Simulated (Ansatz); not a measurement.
Runs of Ansatz 0.2.0 on VO2. The structure is tetragonal, space group P4_2/mnm (No. 136). Conventional cell: a = 4.507 Å, b = 4.507 Å, c = 3.044 Å, α = 90.00°, β = 90.00°, γ = 90.00°. V (site symmetry mmm) is surrounded by 6 O at 1.91 to 1.99 Å. Around O (site symmetry m2m) lie 3 V at 1.91 to 1.99 Å. The cell is a database's computed one.

| task | level | cell | cutoff (eV) | points for each segment of the path | gap on the mesh (eV) | pressure (GPa) | moment (μB) | relaxed volume (Å³/atom) | largest force (eV/Å) |
| --- | --- | --- | --- | --- | --- | --- | --- | --- | --- |
| band structure | RPBE | as given | 420 | 14 | none | (b) | 2.00 | - | 0.22 |
| band structure | r2SCAN | as given | 500 | 14 | none | -12.3 | 2.00 | - | 0.10 |
| relaxation of cell and atoms | revPBE | relaxed | 420 | - | - | 0.0 | 2.00 | (a) | - |
| relaxation of cell and atoms | RPBE+D3(BJ) | relaxed | 420 | - | - | 0.0 | 2.00 | 9.38 | - |

Alike in all rows: potentials or basis Ansatz PAW; spin collinear, ferromagnetic start; k mesh 6 × 6 × 9; smearing fermi-dirac 0.05 eV.

**Question.** Fill in the values left out.

**Answer.** (a) 10.12; (b) -3.6.

Caveats: the PAW data sets come from PBE, with cores solved anew for the run's functional, which leaves a small shift of forces and pressure; semilocal functionals often make such compounds metallic where correlation or magnetic order opens a gap, which also shifts bond lengths (some runs); the plane-wave basis is chosen anew once the cell has moved, so the energies of steps on either side of that aren't comparable (some runs); the magnetic or orbital state may not be the lowest (some runs).

A gap of «none» marks a metal or a gap under the smearing width.

Runs at the PBE level aren't shown here.
